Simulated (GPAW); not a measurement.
# Mo (Im-3m) in GPAW: single point with SCAN+U

Aim: the single point of Mo with SCAN+U.

Everything below comes from runs of GPAW 26.7.0. Logs are shortened: lines on timing, memory, paths and dates and some standing lists are left out, and cuts for length are marked. The log counts tension as positive stress, the text compression.

### Step 1. The undisturbed crystal

It takes space group Im-3m (No. 229, cubic). Conventional cell: a = 3.168 Å, b = 3.168 Å, c = 3.168 Å, α = 90.00°, β = 90.00°, γ = 90.00°. Mo (site symmetry m-3m) has 8 Mo at 2.74 Å as nearest neighbours.

### Step 2. Single point, SCAN+U (cell strained at random at fixed volume)

run.py reads:

```python
from ase.io import read
from gpaw import PW
from gpaw.dft import DFT

atoms = read('Mo.cif')

dft = DFT(atoms,
          mode=PW(600),
          xc='MGGA_X_SCAN+MGGA_C_SCAN',
          kpts={'size': (8, 8, 8), 'gamma': True},
          occupations={'name': 'fermi-dirac', 'width': 0.05},
          setups={'Mo': ':d,7.0'},
          nbands=16,
          convergence={'density': 1e-05, 'energy': 1e-05},
          maxiter=150,
          txt='gpaw.txt')
print(f'Energy: {dft.calculate_energy():.6f} eV')
print('Forces (eV/A):')
print(dft.calculate_forces().round(4))
print('Stress (eV/A^3):', dft.calculate_stress().round(6))
dft.write_gpw_file('gs.gpw')
```

Mo.cif reads:

```cif
data_Mo
_cell_length_a 2.77193056
_cell_length_b 2.71762412
_cell_length_c 2.73581854
_cell_angle_alpha 108.55738372
_cell_angle_beta 109.13085008
_cell_angle_gamma 110.56849083
_space_group_name_H-M_alt 'P1'
_space_group_name_Hall 'P 1'
_space_group_IT_number 1
loop_
_space_group_symop_operation_xyz
'x,y,z'
loop_
_atom_site_label
_atom_site_type_symbol
_atom_site_symmetry_multiplicity
_atom_site_Wyckoff_symbol
_atom_site_fract_x
_atom_site_fract_y
_atom_site_fract_z
_atom_site_occupancy
Mo1 Mo 1 a -0.0100820000 -0.0008690000 0.0196120000 1
```

Potentials or basis: GPAW PAW data sets (gpaw-data 1.2.1), pw.

Run with:

```console
$ OMP_NUM_THREADS=1 python run.py
```

gpaw.txt:

```text
Diagonalizing LCAO Hamiltonian
Converting LCAO to pw mode

       Mo

Atoms  # Å, Bohr magnetons
|   | symbol |        x |        y |        z |    initial magnetic moments |
|---|--------|----------|----------|----------|-----------------------------|
| 0 |     Mo | 1.772455 | 2.517335 | 0.044190 | ( 0.0000,  0.0000,  0.0000) |

Unit cell  # Å
| periodic |         x |         y |        z |  lengths |     angles |
|----------|-----------|-----------|----------|----------|------------|
|      yes |  2.771931 |  0.000000 | 0.000000 | 2.771931 | 108.557384 |
|      yes | -0.954774 |  2.544383 | 0.000000 | 2.717624 | 109.130850 |
|      yes | -0.896601 | -1.266416 | 2.253220 | 2.735819 | 110.568491 |

Number of symmetries: 1
Symmetry operations  # r_c * U_cc + t_c -> r_c
|   | kind |            matrix            |
|---|------|------------------------------|
| 0 |  E   |  1, 0, 0,  0, 1, 0,  0, 0, 1 |

BZ-sampling:
  Number of BZ points: 512
  Number of IBZ points: 260

  Monkhorst-Pack size: [8, 8, 8]
  Monkhorst-Pack shift: [0.0625, 0.0625, 0.0625]

K-points  # in reciprocal-cell coordinates
|     |                                coordinates |     weight |
|-----|--------------------------------------------|------------|
|   0 | (  0.00000000,   0.00000000,   0.00000000) | 0.00195312 |
|   1 | (  0.00000000,   0.00000000,   0.12500000) | 0.00390625 |
|   2 | (  0.00000000,   0.00000000,   0.25000000) | 0.00390625 |
|   3 | (  0.00000000,   0.00000000,   0.37500000) | 0.00390625 |
|   4 | (  0.00000000,   0.00000000,   0.50000000) | 0.00195312 |
|   5 | (  0.00000000,   0.12500000,  -0.37500000) | 0.00390625 |
|   6 | (  0.00000000,   0.12500000,  -0.25000000) | 0.00390625 |
|   7 | (  0.00000000,   0.12500000,  -0.12500000) | 0.00390625 |
|   8 | (  0.00000000,   0.12500000,   0.00000000) | 0.00390625 |
|   9 | (  0.00000000,   0.12500000,   0.12500000) | 0.00390625 |
| ... |                                            |            |
| 259 | (  0.50000000,   0.50000000,   0.50000000) | 0.00195312 |

Plane wave coefficients: 547
Cutoff: 600.0 eV

Spin-components: 1 (collinear spins)
Bands:           16
Projectors:      6
Spin-degeneracy: 2
Datatype:        complex128

Density:
  Valence electrons: 14.0
  Components: 1
  Grid points: [16 16 16]
  Charge: 0.0  # |e|

Potential:
  Grid points: [16 16 16]

species:
  Mo:
    name:    Molybdenum
    Z:       42.0
    valence: 14
    core:    28
    charge:  0.0  # [|e|]
    Hubbard: {U: 7.0,  # eV
              l: 2,
              scale: True}
    compensation charges:
      type: gauss
      rc: 0.38  # [Å]
      lmax: 2
    cutoffs:
      filter: 2.16  # [Å]
      core: 1.42  # [Å]
    projectors
    | kind |    occ | energy [eV] | rcut [Å] |
    |------|--------|-------------|----------|
    |   4s |  2.000 |     -64.307 |    1.238 |
    |   5s |  1.000 |      -4.084 |    1.238 |
    |   4p |  6.000 |     -38.491 |    1.296 |
    |   5p |  0.000 |      -1.044 |    1.296 |
    |   4d |  5.000 |      -3.754 |    1.296 |
    |    d |        |      23.458 |    1.296 |

    Using partial waves for Mo as LCAO basis

Reference energy: -110134.072632  # eV

eigensolver:
  PPCG
  Converge bands: occupied
  niter=2

density mixing:
  MSR1-Mixer
  Pratt-step length: 0.05
  Maximum mixing coefficient: 0.75
  Old densities: 10
  SVD Regularization: 0.005
  Good broyden scale: 1.0
  Trust region scale: 1.0
  Backstep threshold: 4.0
  History deletion threshold: 6.0
  Fourier metric: weight=20.0, sigma=0.015

occupation numbers:
  Fermi-Dirac:
    width: 0.0500  # eV

poisson solver:
  ecut: 4800.0  # eV

xc functional:
  name: MGGA_X_SCAN+MGGA_C_SCAN with 2 nearest neighbor stencil

convergence criteria:
- Maximum integral of absolute [dens]ity change: 1e-05 electrons / valence electron
- Maximum [total energy] change in last 3 cyles: 1e-05 eV / valence electron
- Maximum integral of absolute [eigenst]ate change: 4e-08 eV^2 / valence electron
maximum number of iterations: 150

SCF iterations
|iter     | |      energy | eigst |  dens |
|---------|-|-------------|-------|-------|
|iter:   1| |  -27.625218 | +0.36 |       |
|iter:   2| |  -23.604909 | -1.09 | -0.97 |
|iter:   3| |  -23.415623 | -1.54 | -1.04 |
|iter:   4| |  -23.744307 | -1.08 | -1.31 |
|iter:   5| |  -23.986394 | -2.25 | -1.81 |
|iter:   6| |  -24.329804 | -1.75 | -1.86 |
|iter:   7| |  -24.365327 | -2.70 | -2.15 |
|iter:   8| |  -24.404840 | -2.11 | -2.27 |
|iter:   9| |  -24.406631 | -2.63 | -2.60 |
|iter:  10| |  -24.418636 | -2.42 | -2.61 |
|iter:  11| |  -24.427487 | -2.39 | -2.60 |
|iter:  12| |  -24.458171 | -2.02 | -2.54 |
|iter:  13| |  -24.456793 | -2.41 | -2.61 |
|iter:  14| |  -24.461737 | -3.19 | -2.63 |
|iter:  15| |  -24.469372 | -3.01 | -2.86 |
|iter:  16| |  -24.470128 | -3.29 | -2.87 |
|iter:  17| |  -24.468600 | -3.27 | -3.08 |
|iter:  18| |  -24.468734 | -4.30 | -3.16 |
|iter:  19| |  -24.470406 | -3.71 | -3.15 |
|iter:  20| |  -24.470822 | -3.71 | -3.41 |
|iter:  21| |  -24.470864 | -4.30 | -3.55 |
|iter:  22| |  -24.470947c| -4.59 | -3.67 |
|iter:  23| |  -24.470974c| -5.32 | -3.77 |
|iter:  24| |  -24.471001c| -5.46 | -3.94 |
|iter:  25| |  -24.471033c| -4.87 | -4.08 |
|iter:  26| |  -24.471056c| -5.17 | -4.04 |
|iter:  27| |  -24.471179 | -4.11 | -4.11 |
|iter:  28| |  -24.471312 | -4.36 | -4.09 |
|iter:  29| |  -24.471408 | -4.71 | -4.01 |
|iter:  30| |  -24.471540 | -4.22 | -4.18 |
|iter:  31| |  -24.471539c| -5.50 | -3.97 |
|iter:  32| |  -24.471505c| -5.15 | -4.15 |
|iter:  33| |  -24.471456c| -5.15 | -4.45 |
|iter:  34| |  -24.471445c| -6.22 | -4.35 |
|iter:  35| |  -24.471447c| -6.41 | -4.35 |
|iter:  36| |  -24.471467c| -6.03 | -4.30 |
|iter:  37| |  -24.471488c| -5.92 | -4.57 |
|iter:  38| |  -24.471506c| -5.94 | -4.76 |
|iter:  39| |  -24.471509c| -6.78 | -4.94 |
|iter:  40| |  -24.471504c| -6.72 | -5.10c|
|iter:  41| |  -24.471508c| -7.06 | -5.24c|
|iter:  42| |  -24.471512c| -7.15 | -5.26c|
|iter:  43| |  -24.471512c| -8.20c| -5.39c|
SCF steps: 43
Energy contributions relative to reference atoms: (reference = -110134.072632)

Energy contributions:
  Kinetic:          -1.160814
  Coulomb:           0.074213
  Zero:             -0.691251
  External:          0.000000
  Xc:              -22.691214
  Entropy:          -0.004892
  Spinorbit:         0.000000
  ----------------------------
  Free energy:     -24.473958
  Extrapolated:    -24.471512

Forces  # eV/Ang
|        x |       y |        z |
|----------|---------|----------|
| -0.00031 | 0.00027 | -0.00009 |  # Mo   0

Stress tensor  # eV/Ang^3
|         x |         y |         z |
|-----------|-----------|-----------|
| -0.114807 |  0.008669 |  0.002153 |
|  0.008669 | -0.116919 |  0.002116 |
|  0.002153 |  0.002116 | -0.114611 |

Writing to gs.gpw (mode='')

  __  _  _
 | _ |_)|_||  |
 |__||  | ||/\| - 26.7.0

Input parameters:
  mode=PW(ecut=600.0),
  convergence={'density': 1e-05, 'energy': 1e-05},
  kpts=MonkhorstPack(size=(8, 8, 8), gamma=True),
  maxiter=150,
  nbands=16,
  occupations=Occupations(name='fermi-dirac', width=0.05),
  setups={'Mo': ':d,7.0'},
  xc=XC(name='MGGA_X_SCAN+MGGA_C_SCAN')
# Writing to gs.gpw (mode='')
```

Wall time 7.7 min (1 thread of Arm Neoverse V1, shared host); peak memory 0.27 GiB.

Results:

* Free energy: -24.4740 eV
* Pressure: 18.5 GPa
* Band gap on the k mesh: none (metal or under the smearing width)

Caveat: the PAW data sets were made with another functional, which shifts forces and pressure a little; U without spin polarisation on a metal has little footing; the U is typed as a test and isn't derived for this compound.
